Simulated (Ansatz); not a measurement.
Mechanical response of MoSe$_{2}$ (P6_3/mmc)

```
Mo Se
1.0
     3.24844    0.00000    0.00000
    -1.62422    2.81323    0.00000
     0.00000    0.00000   12.74044
Mo Se
2 4
Direct
  0.33333 0.66667 0.25000
  0.66667 0.33333 0.75000
  0.33333 0.66667 0.61991
  0.66667 0.33333 0.11991
  0.33333 0.66667 0.88009
  0.66667 0.33333 0.38009
```

Computed, not measured; unless marked otherwise by LDA, all-electron LAPW in Ansatz 0.2.0, scalar-relativistic. k mesh 6×6×2, strains of ±0.003, fixed occupations, basis error target 1 meV/atom. The cell was relaxed by PAW under this functional.

The cell is hexagonal and carries a residual pressure of -0.01 GPa at this level. Each strain component that symmetry leaves independent is applied at ±0.003, the ions relax wherever a strain frees them, and the stress (tension positive, GPa) is read. Shears are engineering strains, γ = 2ε.

```tsv
strain	size	σxx	σyy	σzz	σyz	σxz	σxy
xx	-0.003	-0.5948	-0.1318	-0.0021	0.0000	0.0000	0.0000
xx	+0.003	0.5864	0.1386	0.0763	0.0000	0.0000	0.0000
zz	-0.003	-0.0374	-0.0374	-0.1260	0.0000	0.0000	0.0000
zz	+0.003	0.0413	0.0413	0.1902	0.0000	0.0000	0.0000
yz	-0.003	0.0026	0.0030	0.0362	-0.0619	0.0000	0.0000
yz	+0.003	0.0026	0.0030	0.0362	0.0619	0.0000	0.0000
```

A central difference gives one constant, for example C11 ≈ (0.5864 − (-0.5948))/(0.006) = 196.9 GPa; the program then imposes the crystal's symmetry on the whole matrix.

Problem. What are the independent elastic constants?

Solution. C11 = 196.9, C12 = 45.1, C13 = 13.1, C33 = 52.7, C44 = 20.6 GPa.

Problem. Is the crystal stable against homogeneous strain?

Solution. The least eigenvalue of the 6×6 matrix is 20.6 GPa, so yes.

Problem. What moduli does a random aggregate of grains have?

Solution. Voigt and Reuss bounds: B from 42.1 to 65.4 and G from 32.3 to 48.4 GPa; their means are B = 53.7 and G = 40.4 GPa. Then E = 9BG/(3B + G) = 96.9 GPa, ν = (3B − 2G)/(6B + 2G) = 0.200 and B/G = 1.33, on the brittle side of Pugh's 1.75 (a rule of thumb, made for metals; it doesn't predict ductility here).

Problem. With the density of 7.242 g/cm³, how fast does sound travel, and what Debye temperature follows?

Solution. 

```tsv
direction	slow (m/s)	middle (m/s)	fast (m/s)
x	1688	3237	5214
y	1688	3237	5214
z	1688	1688	2697
```

The mean of v⁻³ over directions and branches gives v_m = 2396 m/s and θ_D = (ħ/k_B) v_m (6π²n)^(1/3) = 265 K, n being atoms per volume. Young's modulus spans 50 to 185 GPa over directions, and the universal anisotropy index is 3.06.

Problem. How far do the constants move if PAW replaces LAPW in the same cell?

Solution. 

```json
{"constant": "C11", "LAPW (GPa)": "196.9", "PAW (GPa)": "196.6", "difference": "-0.3"}
{"constant": "C12", "LAPW (GPa)": "45.1", "PAW (GPa)": "45.1", "difference": "0.0"}
{"constant": "C13", "LAPW (GPa)": "13.1", "PAW (GPa)": "13.1", "difference": "0.0"}
{"constant": "C33", "LAPW (GPa)": "52.7", "PAW (GPa)": "52.4", "difference": "-0.3"}
{"constant": "C44", "LAPW (GPa)": "20.6", "PAW (GPa)": "20.5", "difference": "-0.1"}
```

Problem. How do the constants change if the ions are clamped to the homogeneous strain?

Solution. Clamped values, with the change against relaxed ions: C11 = 235.9 (+39.0), C12 = 68.2 (+23.2), C13 = 97.6 (+84.5), C33 = 282.7 (+230.0), C44 = 134.5 (+113.9) GPa.

Known limits: no dispersion correction, so the spacing and stiffness between layers or molecules are poor; the frozen-core PAW files of the compared runs were fitted under PBE, their cores solved anew for this functional.
